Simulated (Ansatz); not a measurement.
H started midway between two neighbours in rocksalt SrO, 65 atoms, charge +1

All numbers come from Ansatz (PAW, plane waves, no spin–orbit coupling) at the single k point (¼, ¼, ¼) without its symmetry partners. The atoms were relaxed with PBEsol in a fixed cell; other functionals are single points on those atoms unless said otherwise. The valence top and gap of the host come from its small cell on a dense mesh, with the band extrema sought between the mesh points, lined up by the mean potential, PBEsol gap 3.20 eV, HSE06 gap 4.79 eV. The charge correction uses an assumed dielectric constant of 14.5.

Cell: a = 10.245 Å, b = 10.245 Å, c = 10.245 Å, α = 90.00°, β = 90.00°, γ = 90.00°.

Nearest atoms after relaxation, from the placed atom (for vacancies from the middle of the vacant sites): O at 0.97 Å, Sr at 2.34 Å, Sr at 2.34 Å, Sr at 2.35 Å, O at 2.77 Å, O at 2.78 Å, O at 2.80 Å, Sr at 3.29 Å.

Chemical potentials μ are those of reference phases of the elements at zero temperature by the same functional (the usual solids, diamond for C, grey Sn, and the molecules H2, N2, O2, F2, Cl2, Br2 and S8).

```tsv
functional	E(defect) − E(host) − Σ nμ + q·E_VBM (eV)	monopole (eV)	alignment (eV)	formation energy at E_F = VBM (eV)	moment (μB)	wall time, shared host
PBEsol	-1.36	0.14	-0.08	-1.30	0 (no spin)	3.3 min on 7 threads of Neoverse-V2 (relaxation)
```

(1) Estimate the formation energy and moment that HSE06 gives on these atoms.

(2) How does the monopole term follow by hand for this cubic cell?

HSE06 one-electron levels near the gap (the ten most localised at most), from the host's valence top, not corrected for the charge's images:

```tsv
level (eV)	spin	filling	atoms sharing it	element of the atom with most weight
-0.23	both	2.00	17.0	O
-0.20	both	2.00	24.5	spread
-0.20	both	2.00	24.8	spread
-0.14	both	2.00	23.8	spread
-0.13	both	2.00	22.0	spread
-0.13	both	2.00	22.2	spread
-0.13	both	2.00	22.9	spread
-0.08	both	2.00	22.7	spread
-0.06	both	2.00	22.5	spread
-0.06	both	2.00	22.7	spread
```

All elements are taken at their own reference at once; growth conditions in equilibrium with the host shift these energies, by up to the host's formation enthalpy.

One k point and a cell of this size can leave errors of several tenths of an eV in such numbers.

## Answers

(1) -2.18 eV at E_F = VBM (-2.25 eV before the monopole term 0.14 eV and the alignment -0.07 eV), moment 0 (no spin).

(2) q²·α·e²/(4πε₀)/(2εL) with the Madelung constant α = 2.837 and e²/4πε₀ = 14.40 eV·Å: 1 × 2.837 × 14.40 / (2 × 14.5 × 10.245) = 0.14 eV.
